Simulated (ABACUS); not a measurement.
## PbSe (Clausthalite) under changes of volume

One of the cells (28.671 Å³/atom); the others are scaled copies at fixed shape and fractional positions:

```xyz
2
Lattice="0.0000 3.0606 3.0606 3.0606 0.0000 3.0606 3.0606 3.0606 0.0000" Properties=species:S:1:pos:R:3 pbc="T T T"
Pb    0.0000    0.0000    0.0000
Se    3.0606    3.0606    3.0606
```

| Quantity | Value |
| --- | --- |
| Program | ABACUS 3.10.1 |
| Functional | PBE |
| Potentials or basis | PseudoDojo NC SR 0.4.1 PBE standard |
| Cutoff | 1184 eV |
| Density cutoff | 4735 eV |
| Basis | plane waves |
| k mesh | 8 × 8 × 8 |
| Occupations | fermi-dirac, width 0.05 eV |
| Spin | no spin polarisation |

```csv
volume (Å³/atom),energy over the lowest point (meV/atom),pressure (GPa),gap on the mesh (eV)
26.951,56.14,6.4,0.07
27.524,35.82,4.9,0.15
28.097,20.49,3.6,0.23
28.671,?,?,?
29.244,3.00,1.3,0.36
29.818,0.00,0.4,0.42
30.391,0.34,-0.5,0.47
```

Problem. What does the run at 28.671 Å³/atom give?

Solution. Energy over the lowest point 9.69 meV/atom; pressure 2.4 GPa; gap on the mesh 0.30 eV.

Worked out: A Birch-Murnaghan fit of order 3 (a polynomial in V^(-2/3)) to the other rows has its minimum at 30.04 Å³/atom with B0 = V·E''(V) = 47 GPa and B' = 4.3. It gives 9.69 meV/atom at 28.671 Å³/atom, against the run's 9.69, and -dE/dV = 2.4 GPa, against 2.4.

Energies are extrapolated to zero smearing.

Caveats: spin-orbit coupling is left out, which as a rule narrows the gap of such compounds by several tenths of an eV.

A mesh can miss the band edges.
